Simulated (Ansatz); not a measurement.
A run of Ansatz 0.2.0 is set up as follows.

The input input.yaml:

```yaml
crystal:
  lattice:
    - [4.9976023358, 0.0, 0.0]
    - [-2.4988011679, 4.3280505808, 0.0]
    - [0.0, 0.0, 4.11576135]
  atoms:
    - { symbol: Ge, position: [0.6666666667, 0.3333333333, 0.5] }
    - { symbol: Ge, position: [0.3333333333, 0.6666666667, 0.5] }
    - { symbol: Ge, position: [0.0, 0.0, 0.0] }
    - { symbol: Fe, position: [0.0, 0.5, 0.0], spin: 3.0 }
    - { symbol: Fe, position: [0.5, 0.5, 0.0], spin: 3.0 }
    - { symbol: Fe, position: [0.5, 0.0, 0.0], spin: 3.0 }
hamiltonian:
  xc: lda
  pseudopotentials: { kind: paw }
magnetization:
  spin_polarized: true
kpoints:
  mp_grid: { grid: [6, 6, 7] }
scf:
  occupations: { method: fermi_dirac, width: 0.05 }
output:
  forces: true
  stress: true
  eigenvalues: true
  write_density: true
  write_potential: true
  elf: true
  volumetric_format: npy
relax:
  f_tol: 0.01
  max_steps: 40
  cell: { stress_tol: 0.05 }
```

Potentials or basis: Ansatz PAW.

Command:

```sh
$ ansatz run input.yaml --threads 2 --pin off --max-ram 5632MiB --backend cpu --events-out ev --progress --plain --runs-dir out
```

Problem. Predict the relaxed volume.

Solution. 13.34 Å³/atom.

Problem. What does it give for the site moments?

Solution. Ge -0.03, -0.04; Fe +1.12 μB.

Problem. What does it give for the relaxed cell?

Solution. a = 4.869 Å, b = 4.869 Å, c = 3.898 Å, α = 90.00°, β = 90.00°, γ = 120.00°.

Problem. What does it give for the space group after relaxing (to 0.05 Å)?

Solution. P6/mmm (No. 191).

Step by step:
```
step  energy change (eV)  largest force (eV/Å)  volume (Å³)
   1              0.0000                0.0000        89.02
   2             -0.4237                0.0000        82.25
   3             -0.4623                0.0000        79.67
   4             -0.4647                0.0000        79.96
   5             -0.4647                0.0000        80.02
   6             -0.4607                0.0000        80.02
```

Caveat: the plane-wave basis is chosen anew once the cell has moved, so the energies of steps on either side of that aren't comparable; the PAW data sets come from PBE, with cores solved anew for the run's functional, which leaves a small shift of forces and pressure.
